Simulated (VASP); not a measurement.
A run of VASP 6.6.1:

Contents of INCAR:

```
SYSTEM = Al2Cu
PREC     = Accurate       ! precision mode
ENCUT    = 700            ! plane-wave cutoff, eV
EDIFF    = 1E-6           ! SCF threshold, eV
ISMEAR   = 0              ! smearing method
SIGMA    = 0.1            ! smearing width, eV
LREAL    = .False.        ! projectors in reciprocal space
LASPH    = .True.         ! aspherical terms in the spheres
NELM     = 60             ! most SCF steps
ALGO     = Normal         ! electronic algorithm
ISIF     = 2              ! what is computed and relaxed
LWAVE    = .False.        ! write WAVECAR
LCHARG   = .False.        ! write CHGCAR
GGA      = PS             ! functional
NBANDS   = 16             ! bands
```

The input KPOINTS:

```
regular mesh
0
Gamma
  14 14 14
  0 0 0
```

The input POSCAR:

```
Al2Cu
1.0
   -2.0266700000      2.0266700000      2.8653200000
    2.0266700000     -2.0266700000      2.8653200000
    2.0266700000      2.0266700000     -2.8653200000
Al Cu
2 1
Direct
    0.7500000000      0.2500000000      0.5000000000
    0.2500000000      0.7500000000      0.5000000000
    0.5000000000      0.5000000000      0.0000000000
```

Potentials or basis: VASP PAW PBE potentials, release 64 (Al, Cu).

Command:

```bash
$ cat potpaw_PBE.64/Al/POTCAR potpaw_PBE.64/Cu/POTCAR > POTCAR
$ mpirun -np 1 vasp_std > vasp.out
```

Hardware: 1 thread of Intel(R) Xeon(R) 6975P-C (Granite Rapids), with other jobs on the host.

Estimate the wall time of this run.

It took 99 s on 1 thread of Intel(R) Xeon(R) 6975P-C (Granite Rapids), on a shared host, peak memory 0.41 GiB. Counts: scf iterations 15, k points 244.
